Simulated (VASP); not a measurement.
# Pt in VASP: further runs

The runs below take Pt through single point, relaxation of the atoms, with LDA.

All numbers are computed with VASP 6.6.1; they aren't measurements. Logs are shortened: lines on timing, memory, paths and dates and some standing lists are left out, and cuts for length are marked.

### 1 The structure

The cell holds a slab with vacuum, 7 atoms: a = 2.755 Å, b = 2.755 Å, c = 26.690 Å, α = 90.00°, β = 90.00°, γ = 90.00°.

The slab is cut from a database's or a generator's crystal, which needn't be the stable form of the element.

### 2 Single point, LDA

Contents of INCAR:

```
SYSTEM = Pt
  ALGO = Normal
  DIPOL = 0.5 0.5 0.500
  EDIFF = 1E-6
  ENCUT = 520
  ICORELEVEL = 1
  IDIPOL = 3
  ISIF = 2
  ISMEAR = 1
  KPAR = 4
  LASPH = .TRUE.
  LCHARG = .FALSE.
  LDIPOL = .TRUE.
  LREAL = .FALSE.
  LVACPOTAV = .TRUE.
  LVHAR = .TRUE.
  LWAVE = .FALSE.
  NBANDS = 44
  NELM = 80
  PREC = Accurate
  SIGMA = 0.1
```

Contents of KPOINTS:

```
k-points
0
G
  14 14 1
  0 0 0
```

Contents of POSCAR:

```
Pt
1.0
    2.7554452200      0.0000000000      0.0000000000
    0.0000000000      2.7554452200      0.0000000000
    0.0000000000      0.0000000000     26.6903640000
Pt
7
Direct
    0.5000000000      0.5000000000      0.2810002900
    0.0000000000      0.0000000000      0.3540001900
    0.5000000000      0.5000000000      0.4270001000
    0.0000000000      0.0000000000      0.5000000000
    0.5000000000      0.5000000000      0.5729999000
    0.0000000000      0.0000000000      0.6459998100
    0.5000000000      0.5000000000      0.7189997100
```

Potentials or basis: VASP PAW LDA potentials, release 64 (Pt).

Launch:

```bash
cat potpaw_LDA.64/Pt/POTCAR > POTCAR
mpirun -np 4 vasp_std > vasp.out
```

OUTCAR:

```text
SYSTEM = Pt
   EDIFF = 1E-6
   ENCUT = 520
   ISIF = 2
   ISMEAR = 1
   LASPH = .TRUE.
   LREAL = .FALSE.
   NELM = 80
   PREC = Accurate

 ion  position               nearest neighbor table
   1  0.500  0.500  0.281-   2 2.76   2 2.76   2 2.76   2 2.76
   2  0.000  0.000  0.354-   1 2.76   1 2.76   1 2.76   1 2.76   3 2.76   3 2.76   3 2.76   3 2.76

   3  0.500  0.500  0.427-   4 2.76   4 2.76   4 2.76   4 2.76   2 2.76   2 2.76   2 2.76   2 2.76

   4  0.000  0.000  0.500-   3 2.76   5 2.76   3 2.76   5 2.76   3 2.76   5 2.76   3 2.76   5 2.76

   5  0.500  0.500  0.573-   4 2.76   4 2.76   4 2.76   4 2.76   6 2.76   6 2.76   6 2.76   6 2.76

   6  0.000  0.000  0.646-   7 2.76   7 2.76   7 2.76   7 2.76   5 2.76   5 2.76   5 2.76   5 2.76

   7  0.500  0.500  0.719-   6 2.76   6 2.76   6 2.76   6 2.76

  LATTYP: Found a simple tetragonal cell.
 ALAT       =     2.7554452200
 C/A-ratio  =     9.6864070482

  Lattice vectors:

 A1 = (   2.7554452200,   0.0000000000,   0.0000000000)
 A2 = (   0.0000000000,   2.7554452200,   0.0000000000)
 A3 = (   0.0000000000,   0.0000000000,  26.6903640000)

Analysis of symmetry for initial positions (statically):
=====================================================================
 Subroutine PRICEL returns:
 Original cell was already a primitive cell.

 Routine SETGRP: Setting up the symmetry group for a
 simple tetragonal supercell.

 Subroutine GETGRP returns: Found 16 space group operations
 (whereof 16 operations were pure point group operations)
 out of a pool of 16 trial point group operations.

The static configuration has the point symmetry D_4h.

Analysis of symmetry for dynamics (positions and initial velocities):
=====================================================================
 Subroutine PRICEL returns:
 Original cell was already a primitive cell.

 Routine SETGRP: Setting up the symmetry group for a
 simple tetragonal supercell.

 Subroutine GETGRP returns: Found 16 space group operations
 (whereof 16 operations were pure point group operations)
 out of a pool of 16 trial point group operations.

The dynamic configuration has the point symmetry D_4h.

 Subroutine INISYM returns: Found 16 space group operations
 (whereof 16 operations are pure point group operations),
 and found     1 'primitive' translations

----------------------------------------------------------------------------------------

                                     Primitive cell

  volume of cell :     202.6460

  direct lattice vectors                    reciprocal lattice vectors
     2.755445220  0.000000000  0.000000000     0.362917757  0.000000000  0.000000000
     0.000000000  2.755445220  0.000000000     0.000000000  0.362917757  0.000000000
     0.000000000  0.000000000 26.690364000     0.000000000  0.000000000  0.037466705

  length of vectors
     2.755445220  2.755445220 26.690364000     0.362917757  0.362917757  0.037466705

  position of ions in fractional coordinates (direct lattice)
     0.500000000  0.500000000  0.281000290
     0.000000000  0.000000000  0.354000190
     0.500000000  0.500000000  0.427000100
     0.000000000  0.000000000  0.500000000
     0.500000000  0.500000000  0.572999900
     0.000000000  0.000000000  0.645999810
     0.500000000  0.500000000  0.718999710

  ion indices of the primitive-cell ions
   primitive index   ion index
                 1           1
                 2           2
                 3           3
                 4           4
                 5           5
                 6           6
                 7           7

----------------------------------------------------------------------------------------

 KPOINTS: k-points

Automatic generation of k-mesh.
 Grid dimensions read from file:
[... 24 lines left out ...]
  0.142857  0.000000  0.000000      4.000000
  0.214286  0.000000  0.000000      4.000000
  0.285714  0.000000  0.000000      4.000000
  0.357143  0.000000  0.000000      4.000000
[... 16 lines left out ...]
  0.285714  0.214286  0.000000      8.000000
  0.357143  0.214286  0.000000      8.000000
 [... further k-points ...]
   k-points           NKPTS =     36   k-points in BZ     NKDIM =     36   number of bands    NBANDS=     44
   number of dos      NEDOS =    301   number of ions     NIONS =      7
   total plane-waves  NPLWV =  80000
   dimension x,y,z NGX =    20 NGY =   20 NGZ =  200
   dimension x,y,z NGXF=    40 NGYF=   40 NGZF=  400
   ions per type =               7
   NGX,Y,Z   is equivalent  to a cutoff of  12.07, 12.07, 12.46 a.u.
   NGXF,Y,Z  is equivalent  to a cutoff of  24.13, 24.13, 24.91 a.u.
 SYSTEM =  Pt
   PREC   = accura    normal or accurate (medium, high low for compatibility)
   ISTART =      0    job   : 0-new  1-cont  2-samecut
   ICHARG =      2    charge: 1-file 2-atom 10-const
   ISPIN  =      1    spin polarized calculation?
   LNONCOLLINEAR =      F non collinear calculations
   LSORBIT =      F    spin-orbit coupling
   LASPH  =      T    aspherical Exc in radial PAW
   ENCUT  =  520.0 eV  38.22 Ry    6.18 a.u.   5.12  5.12 49.63*2*pi/ulx,y,z
   NELM   =     80;   NELMIN=  2; NELMDL= -5     # of ELM steps
   EDIFF  = 0.1E-05   stopping-criterion for ELM
   LREAL  =      F    real-space projection
   EDIFFG = 0.1E-04   stopping-criterion for IOM
   NSW    =      0    number of steps for IOM
   IBRION =     -1    ionic relax: 0-MD 1-quasi-New 2-CG
   NFREE  =      0    steps in history (QN), initial steepest desc. (CG)
   ISIF   =      2    stress and relaxation
   ISYM   =      2    0-nonsym 1-usesym 2-fastsym
   POTIM  = 0.5000    time-step for ionic-motion
   TEBEG  =    0.0;   TEEND  =   0.0 temperature during run
   PSTRESS=    0.0 pullay stress
   NELECT =      70.0000    total number of electrons
   NUPDOWN=      -1.0000    fix difference up-down
   EMIN   =  10.00;   EMAX   =-10.00  energy-range for DOS
   EFERMI =   0.00;   METHOD = LEGACY
   ISMEAR =     1;   SIGMA  =   0.10  broadening in eV -4-tet -1-fermi 0-gaus
   EFERMI_NEDOS =   21; number of points for ismear=-14 and -15
   IALGO  =     38    algorithm
   IMIX   =      4    mixing-type and parameters
     AMIX     =   0.40;   BMIX     =  1.00
     AMIX_MAG =   1.60;   BMIX_MAG =  1.00
  volume/ion in A,a.u.               =      28.95       195.36
  Fermi-wavevector in a.u.,A,eV,Ry     =   1.148669  2.170669 17.952071  1.319440
  Thomas-Fermi vector in A             =   2.285343
   LORBIT       =      0    0 simple, 1 ext, 2 COOP (PROOUT), +10 PAW based schemes
   GGA     = CA    functional components
   LHFCALC =     F    Hartree Fock is set to
   AEXX    =    0.0000 exact exchange contribution
   IVDW    =     0    specifies the selected vdW correction
   LEPSILON=     F    determine dielectric tensor
   LRPA    =     F    only Hartree local field effects (RPA)
 non-spin polarized calculation
 Methfessel and Paxton  Order N= 1 SIGMA  =   0.10
  energy-cutoff  :      520.00
  volume of cell :      202.65
 maximum number of plane-waves:      5496
   NGX = 11   NGY = 11   NGZ = 99

 number of electron      69.9999995 magnetization

 dipolmoment           0.000000      0.000000      0.000000 electrons x Angstroem

 Free energy of the ion-electron system (eV)
  ---------------------------------------------------
  ext. energy  EPLUGINS =         0.00000000
  ---------------------------------------------------
  free energy    TOTEN  =       -50.21581766 eV

  energy without entropy =      -50.21205555  energy(sigma->0) =      -50.21456362

 the core state eigenenergies are
   1-  1s -77842.4731  2s -13683.1369  2p -11875.6386  3s  -3210.6736  3p  -2683.3150
       3d  -2109.7862  4s   -683.8997  4p   -510.5690  4d   -299.5800  4f    -64.1282
       5s    -94.6925  5p    -49.0534
   2-  1s -77843.0923  2s -13683.7920  2p -11876.2908  3s  -3211.3373  3p  -2683.9786
       3d  -2110.4507  4s   -684.5759  4p   -511.2466  4d   -300.2597  4f    -64.8109
       5s    -95.3975  5p    -49.7620
   3-  1s -77843.1163  2s -13683.8201  2p -11876.3185  3s  -3211.3693  3p  -2684.0105
       3d  -2110.4823  4s   -684.6136  4p   -511.2850  4d   -300.2988  4f    -64.8512
       5s    -95.4493  5p    -49.8189
   4-  1s -77843.0314  2s -13683.7352  2p -11876.2335  3s  -3211.2876  3p  -2683.9289
       3d  -2110.4001  4s   -684.5366  4p   -511.2085  4d   -300.2227  4f    -64.7761
       5s    -95.3834  5p    -49.7577
   5-  1s -77843.1163  2s -13683.8201  2p -11876.3185  3s  -3211.3693  3p  -2684.0105
       3d  -2110.4823  4s   -684.6136  4p   -511.2850  4d   -300.2988  4f    -64.8512
       5s    -95.4493  5p    -49.8189
   6-  1s -77843.0923  2s -13683.7920  2p -11876.2908  3s  -3211.3373  3p  -2683.9786
       3d  -2110.4507  4s   -684.5759  4p   -511.2466  4d   -300.2597  4f    -64.8109
       5s    -95.3975  5p    -49.7620
   7-  1s -77842.4731  2s -13683.1369  2p -11875.6386  3s  -3210.6736  3p  -2683.3150
       3d  -2109.7862  4s   -683.8997  4p   -510.5690  4d   -299.5800  4f    -64.1282
       5s    -94.6925  5p    -49.0534

 E-fermi :   2.8475     XC(G=0):  -7.8443

 val. band max:        2.8473383898   @ k =   0.5000   0.2143   0.0000
 cond. band min:       2.8518432602   @ k =   0.3571   0.0000   0.0000
 fundamental gap:      0.0045048704
 Fermi energy:         2.8474642073

 k-point     1 :       0.0000    0.0000    0.0000
  band No.  band energies     occupation
      1      -7.3312      2.00000
      2      -6.5459      2.00000
      3      -5.4435      2.00000
      4      -4.4556      2.00000
      5      -4.3494      2.00000
      6      -3.8868      2.00000
[... 1117 lines left out ...]
     43       9.3229      0.00000
     44       9.3279      0.00000

 [... further k-points ...]

------------------------ aborting loop because EDIFF is reached ----------------------------------------

  FORCE on cell =-STRESS in cart. coord.  units (eV):
  Direction    XX          YY          ZZ          XY          YZ          ZX
  --------------------------------------------------------------------------------------
  -------------------------------------------------------------------------------------
  Total       -5.5272414     -5.5272414     -1.7513386      0.0000000      0.0000000     -0.0000000
  in kB      -43.6999517    -43.6999517    -13.8465837      0.0000000      0.0000000     -0.0000000
  external PRESSURE =     -33.7488290 kB  Pullay stress =       0.0000000 kB

 VOLUME and BASIS-vectors are now :
 -----------------------------------------------------------------------------
  energy-cutoff  :      520.00
  volume of cell :      202.65
      direct lattice vectors                 reciprocal lattice vectors
     2.755445220  0.000000000  0.000000000     0.362917757  0.000000000  0.000000000
     0.000000000  2.755445220  0.000000000     0.000000000  0.362917757  0.000000000
     0.000000000  0.000000000 26.690364000     0.000000000  0.000000000  0.037466705

 POSITION                                       TOTAL-FORCE (eV/Angst)
 -----------------------------------------------------------------------------------
      1.37772      1.37772      7.50000        -0.000000      0.000000      0.395881
      0.00000      0.00000      9.44839         0.000000      0.000000     -0.341907
      1.37772      1.37772     11.39679        -0.000000     -0.000000     -0.073600
      0.00000      0.00000     13.34518         0.000000      0.000000      0.000000
      1.37772      1.37772     15.29358         0.000000     -0.000000      0.073600
      0.00000      0.00000     17.24197         0.000000      0.000000      0.341907
      1.37772      1.37772     19.19036         0.000000      0.000000     -0.395881
 -----------------------------------------------------------------------------------
    total drift:                               -0.000000     -0.000000      0.000000

  FREE ENERGIE OF THE ION-ELECTRON SYSTEM (eV)
  ---------------------------------------------------
  free  energy   TOTEN  =       -50.2158176602 eV

  energy  without entropy=      -50.2120555524  energy(sigma->0) =      -50.21456362

 vacuum level on the upper side and lower side of the slab         8.944         8.944
```

Wall time 2.3 min (4 MPI ranks of Intel Xeon Platinum 8375C at 2.90GHz (Ice Lake), shared host); peak memory 0.36 GiB.

What came out:

* Free energy: -50.2158 eV
* Largest force: 0.396 eV/Å
* Band gap on the k mesh: none (metal or under the smearing width)
* Work function of the upper face: 6.10 eV
* Work function of the lower face: 6.10 eV

Forces in eV/Å, atoms in the order of the input:
```
Pt   0.000  0.000  0.396
Pt   0.000  0.000 -0.342
Pt   0.000  0.000 -0.074
Pt   0.000  0.000  0.000
Pt   0.000  0.000  0.074
Pt   0.000  0.000  0.342
Pt   0.000  0.000 -0.396
```

Core levels (eV, on the scale of the bands):
| atom | levels |
| --- | --- |
| 1 Pt | 1s -77842.5, 2s -13683.1, 2p -11875.6, 3s -3210.7, 3p -2683.3, 3d -2109.8, 4s -683.9, 4p -510.6, 4d -299.6, 4f -64.1, 5s -94.7, 5p -49.1 |
| 2 Pt | 1s -77843.1, 2s -13683.8, 2p -11876.3, 3s -3211.3, 3p -2684.0, 3d -2110.5, 4s -684.6, 4p -511.2, 4d -300.3, 4f -64.8, 5s -95.4, 5p -49.8 |
| 3 Pt | 1s -77843.1, 2s -13683.8, 2p -11876.3, 3s -3211.4, 3p -2684.0, 3d -2110.5, 4s -684.6, 4p -511.3, 4d -300.3, 4f -64.9, 5s -95.4, 5p -49.8 |
| 4 Pt | 1s -77843.0, 2s -13683.7, 2p -11876.2, 3s -3211.3, 3p -2683.9, 3d -2110.4, 4s -684.5, 4p -511.2, 4d -300.2, 4f -64.8, 5s -95.4, 5p -49.8 |
| 5 Pt | 1s -77843.1, 2s -13683.8, 2p -11876.3, 3s -3211.4, 3p -2684.0, 3d -2110.5, 4s -684.6, 4p -511.3, 4d -300.3, 4f -64.9, 5s -95.4, 5p -49.8 |
| 6 Pt | 1s -77843.1, 2s -13683.8, 2p -11876.3, 3s -3211.3, 3p -2684.0, 3d -2110.5, 4s -684.6, 4p -511.2, 4d -300.3, 4f -64.8, 5s -95.4, 5p -49.8 |

The run has no spin-orbit coupling, so splittings on Pt are missing.

### 3 Relaxation of the atoms, LDA

Contents of INCAR:

```
SYSTEM = Pt
  ALGO = Normal
  DIPOL = 0.5 0.5 0.500
  EDIFF = 1E-6
  EDIFFG = -0.02
  ENCUT = 520
  IBRION = 2
  IDIPOL = 3
  ISIF = 2
  ISMEAR = 1
  KPAR = 4
  LASPH = .TRUE.
  LCHARG = .FALSE.
  LDIPOL = .TRUE.
  LREAL = .FALSE.
  LWAVE = .FALSE.
  NELM = 80
  NSW = 80
  PREC = Accurate
  SIGMA = 0.1
```

KPOINTS is that of step 2.

POSCAR is that of step 2.

Potentials or basis: VASP PAW LDA potentials, release 64 (Pt).

Launch:

```bash
cat potpaw_LDA.64/Pt/POTCAR > POTCAR
mpirun -np 4 vasp_std > vasp.out
```

It took 10 min on 4 MPI ranks of Intel Xeon Platinum 8375C at 2.90GHz (Ice Lake), shared host; peak memory 0.36 GiB.

It converged, with:

```yaml
Free_energy: -50.2377 eV
Energy_gained_by_relaxing: 3.1 meV/atom
Ionic_steps: 10
Largest_force_after_relaxing: 0.015 eV/Å
Band_gap_on_the_k_mesh: none (metal or under the smearing width)
```

Forces in eV/Å, atoms in the order of the input:
```
Pt   0.000  0.000  0.014
Pt   0.000  0.000 -0.015
Pt   0.000  0.000  0.006
Pt   0.000  0.000  0.000
Pt   0.000  0.000 -0.006
Pt   0.000  0.000  0.015
Pt   0.000  0.000 -0.014
```

Step by step:
```csv
step,energy change (eV),largest force (eV/Å),pressure (GPa)
1,0.0000,0.3953,-3.38
2,-0.0170,0.1453,-2.98
3,-0.0181,0.1516,-2.84
4,-0.0205,0.0489,-2.71
5,-0.0206,0.0321,-2.67
6,-0.0206,0.0292,-2.66
7,-0.0209,0.0259,-2.62
8,-0.0215,0.0206,-2.49
9,-0.0219,0.0219,-2.23
10,-0.0219,0.0150,-2.28
```

Final structure:
```cif
data_structure
_symmetry_space_group_name_H-M 'P 1'
_symmetry_Int_Tables_number 1
_cell_length_a 2.7554
_cell_length_b 2.7554
_cell_length_c 26.6904
_cell_angle_alpha 90.000
_cell_angle_beta 90.000
_cell_angle_gamma 90.000
_cell_volume 202.65
loop_
_atom_site_label
_atom_site_type_symbol
_atom_site_fract_x
_atom_site_fract_y
_atom_site_fract_z
_atom_site_occupancy
Pt1 Pt 0.50000 0.50000 0.28285 1
Pt2 Pt 0.00000 0.00000 0.35393 1
Pt3 Pt 0.50000 0.50000 0.42676 1
Pt4 Pt 0.00000 0.00000 0.50000 1
Pt5 Pt 0.50000 0.50000 0.57324 1
Pt6 Pt 0.00000 0.00000 0.64607 1
Pt7 Pt 0.50000 0.50000 0.71715 1
```

Levels at points of the mesh, in eV from the Fermi level:
| k point | band 33 | band 34 | band 35 | band 36 | band 37 | band 38 | band 39 | band 40 |
| --- | --- | --- | --- | --- | --- | --- | --- | --- |
| (0.00, 0.00, 0.00) | -0.68 | -0.67 | -0.25 | -0.03 | -0.03 | 0.10 | 0.14 | 0.41 |
| (0.50, 0.00, 0.00) | -0.12 | -0.05 | 0.09 | 0.10 | 0.94 | 1.33 | 1.72 | 1.80 |
| (0.50, 0.50, 0.00) | 0.56 | 1.06 | 1.06 | 2.60 | 2.60 | 4.30 | 4.30 | 6.21 |

Spin-orbit coupling is left out, which matters for the levels of Pt.

### 4 Single point, LDA

Contents of INCAR:

```
SYSTEM = Pt
  ALGO = Normal
  DIPOL = 0.5 0.5 0.500
  EDIFF = 1E-6
  ENCUT = 520
  ICORELEVEL = 1
  IDIPOL = 3
  ISIF = 2
  ISMEAR = 1
  KPAR = 4
  LASPH = .TRUE.
  LCHARG = .FALSE.
  LDIPOL = .TRUE.
  LREAL = .FALSE.
  LVACPOTAV = .TRUE.
  LVHAR = .TRUE.
  LWAVE = .FALSE.
  NBANDS = 44
  NELM = 80
  PREC = Accurate
  SIGMA = 0.1
```

KPOINTS is that of step 3.

Contents of POSCAR:

```
Pt                                      
1.0
    2.7554452200      0.0000000000      0.0000000000
    0.0000000000      2.7554452200      0.0000000000
    0.0000000000      0.0000000000     26.6903640000
  Pt            
     7
Direct
     0.5000000000000000    0.5000000000000000    0.2828518574137946
     0.0000000000000000    0.0000000000000000    0.3539250672292207
     0.5000000000000000    0.5000000000000000    0.4267615971086914
     0.0000000000000000    0.0000000000000000    0.5000000000000000
     0.5000000000000000    0.5000000000000000    0.5732384028913086
     0.0000000000000000    0.0000000000000000    0.6460749327707794
     0.5000000000000000    0.5000000000000000    0.7171481425862053
```

Launch:

```bash
cat potpaw_LDA.64/Pt/POTCAR > POTCAR
mpirun -np 4 vasp_std > vasp.out
```

Wall time 3.1 min (4 MPI ranks of Intel Xeon Platinum 8375C at 2.90GHz (Ice Lake), shared host); peak memory 0.36 GiB.

The run converged. Its results:

```
Free energy                     : -50.2377 eV
Largest force                   : 0.015 eV/Å
Band gap on the k mesh          : none (metal or under the smearing width)
Work function of the upper face : 6.08 eV
Work function of the lower face : 6.08 eV
```

Forces on the atoms (eV/Å):
```
Pt   0.000  0.000  0.014
Pt   0.000  0.000 -0.015
Pt   0.000  0.000  0.005
Pt   0.000  0.000  0.000
Pt   0.000  0.000 -0.005
Pt   0.000  0.000  0.015
Pt   0.000  0.000 -0.014
```

Levels at points of the mesh, in eV from the Fermi level:
| k point | band 34 | band 35 | band 36 | band 37 | band 38 | band 39 |
| --- | --- | --- | --- | --- | --- | --- |
| (0.00, 0.00, 0.00) | -0.67 | -0.25 | -0.03 | -0.03 | 0.10 | 0.14 |
| (0.50, 0.00, 0.00) | -0.05 | 0.09 | 0.10 | 0.94 | 1.33 | 1.72 |
| (0.50, 0.50, 0.00) | 1.06 | 1.06 | 2.60 | 2.60 | 4.30 | 4.30 |

Core levels (eV, on the scale of the bands):
```tsv
atom	levels
1 Pt	1s -77842.5, 2s -13683.2, 2p -11875.7, 3s -3210.7, 3p -2683.3, 3d -2109.8, 4s -683.9, 4p -510.6, 4d -299.6, 4f -64.2, 5s -94.7, 5p -49.1
2 Pt	1s -77843.1, 2s -13683.8, 2p -11876.3, 3s -3211.4, 3p -2684.0, 3d -2110.5, 4s -684.6, 4p -511.3, 4d -300.3, 4f -64.8, 5s -95.4, 5p -49.8
3 Pt	1s -77843.1, 2s -13683.8, 2p -11876.3, 3s -3211.3, 3p -2684.0, 3d -2110.5, 4s -684.6, 4p -511.3, 4d -300.3, 4f -64.8, 5s -95.4, 5p -49.8
4 Pt	1s -77843.0, 2s -13683.7, 2p -11876.2, 3s -3211.2, 3p -2683.9, 3d -2110.4, 4s -684.5, 4p -511.2, 4d -300.2, 4f -64.7, 5s -95.3, 5p -49.7
5 Pt	1s -77843.1, 2s -13683.8, 2p -11876.3, 3s -3211.3, 3p -2684.0, 3d -2110.5, 4s -684.6, 4p -511.3, 4d -300.3, 4f -64.8, 5s -95.4, 5p -49.8
6 Pt	1s -77843.1, 2s -13683.8, 2p -11876.3, 3s -3211.4, 3p -2684.0, 3d -2110.5, 4s -684.6, 4p -511.3, 4d -300.3, 4f -64.8, 5s -95.4, 5p -49.8
```
